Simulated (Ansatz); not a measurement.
CdIn₂O₄ (Fd-3m) from a database structure was put through Ansatz (plane waves). Cell and atoms come from a relaxation with r2SCAN.

The cell:
```cif
data_structure
_symmetry_space_group_name_H-M 'P 1'
_symmetry_Int_Tables_number 1
_cell_length_a 6.5059
_cell_length_b 6.5059
_cell_length_c 6.5059
_cell_angle_alpha 60.000
_cell_angle_beta 60.000
_cell_angle_gamma 60.000
_cell_volume 194.72
loop_
_atom_site_label
_atom_site_type_symbol
_atom_site_fract_x
_atom_site_fract_y
_atom_site_fract_z
_atom_site_occupancy
Cd1 Cd 0.25000 0.25000 0.25000 1
Cd2 Cd 0.00000 0.00000 0.00000 1
In1 In 0.12500 0.62500 0.62500 1
In2 In 0.62500 0.62500 0.62500 1
In3 In 0.62500 0.12500 0.62500 1
In4 In 0.62500 0.62500 0.12500 1
O1 O 0.86188 0.86188 0.86188 1
O2 O 0.83563 0.38812 0.38812 1
O3 O 0.38812 0.38812 0.83563 1
O4 O 0.38812 0.83563 0.38812 1
O5 O 0.86188 0.86188 0.41437 1
O6 O 0.86188 0.41437 0.86188 1
O7 O 0.38812 0.38812 0.38812 1
O8 O 0.41437 0.86188 0.86188 1
```

Main lines of the log:
```
Functional definition: r2SCAN
Crystal: 14 atoms, lattice volume = 194.718 Å³
Basis set: ecut = 500 eV, 4957 PW (Γ)
Bands: 84, of which v1, the nominal top of the filled ones, is band 70 counted from 1 (69 counted from 0)
Symmetry: 48 space group operations
k-points: 13 of 64 (irreducible under 8 space group operations, time reversal used)
preconditioner: auto → Resta (q_TF=auto, 2.582 Å⁻¹)  ε∞=4.4  [insulator: Δε(μ)=1.627 eV  ℏωp=29.6 eV]
SCF converged after 10 iterations
Free energy (F): -43535.267878 eV
Fermi energy:    8.154482 eV
--- Per-component energies (eV) ---
  E_band       = -999.182645
  E_kinetic    = 3401.665331
  E_local      = -13390.517763
  E_nonlocal   = 1943.604279
  E_hartree    = 5698.119261
  E_xc         = -1719.418289
  E_vxc        = -1751.261314
  E_paw        = -26260.586534
  E_vpaw       = -2715.159554
  E_vtau       = 116.239759
  E_ewald      = -13210.619211
  E_core_change = 2.477115
--- Dielectric response (ions clamped): 3 representative field directions + reference, inside a basis on a mesh of 512 k-points ---
  ε∞ (high-frequency dielectric tensor):
        4.375903     0.000000     0.000000
        0.000000     4.375903     0.000000
        0.000000     0.000000     4.375903
  Born effective charges Z* (e; rows j = field, columns β = displacement):
    site 0:
         2.44942    0.00000    0.00000
         0.00000    2.44942    0.00000
         0.00000    0.00000    2.44942
    site 1:
         2.44942    0.00000    0.00000
         0.00000    2.44942    0.00000
         0.00000    0.00000    2.44942
    site 2:
         3.12215   -0.30954   -0.30954
        -0.30954    3.12215    0.30954
        -0.30954    0.30954    3.12215
    site 3:
         3.12215    0.30954    0.30954
         0.30954    3.12215    0.30954
         0.30954    0.30954    3.12215
    site 4:
         3.12215   -0.30954    0.30954
        -0.30954    3.12215   -0.30954
         0.30954   -0.30954    3.12215
    site 5:
         3.12215    0.30954   -0.30954
         0.30954    3.12215   -0.30954
        -0.30954   -0.30954    3.12215
    site 6:
        -2.17343   -0.14251   -0.14251
        -0.14251   -2.17343   -0.14251
        -0.14251   -0.14251   -2.17343
    site 7:
        -2.17343    0.14251    0.14251
         0.14251   -2.17343   -0.14251
         0.14251   -0.14251   -2.17343
    site 8:
        -2.17343   -0.14251    0.14251
        -0.14251   -2.17343    0.14251
         0.14251    0.14251   -2.17343
    site 9:
        -2.17343    0.14251   -0.14251
         0.14251   -2.17343    0.14251
        -0.14251    0.14251   -2.17343
    site 10:
        -2.17343   -0.14251    0.14251
        -0.14251   -2.17343    0.14251
         0.14251    0.14251   -2.17343
    site 11:
        -2.17343    0.14251   -0.14251
         0.14251   -2.17343    0.14251
        -0.14251    0.14251   -2.17343
    site 12:
        -2.17343   -0.14251   -0.14251
        -0.14251   -2.17343   -0.14251
        -0.14251   -0.14251   -2.17343
    site 13:
        -2.17343    0.14251    0.14251
         0.14251   -2.17343   -0.14251
         0.14251   -0.14251   -2.17343
  ε∞ is read to err by 1.6e-2, Z* by 1.2e-1 e
```

Task: Which of these blocks stood in the input: relax, gw, phonons, dielectric, magnetization (spin_orbit)?

Result: dielectric. A response with clamped ions alone is the dielectric block.

Task: Which k mesh was typed?

Result: 4×4×4, Γ-centred.

Task: How were the bands filled?

Result: Fixed occupations.

It took 98 s on 1 × NVIDIA H100 80GB HBM3 with 2 threads of AMD EPYC 7R13 Processor (Zen 3) (shared host), load about 3.8 per core; peak host memory 5.8 GiB.

(Simulation; spin polarisation is off.)

For a response run the program warns that the ground state's bands aren't all converged, so ε∞ carries an extra error.
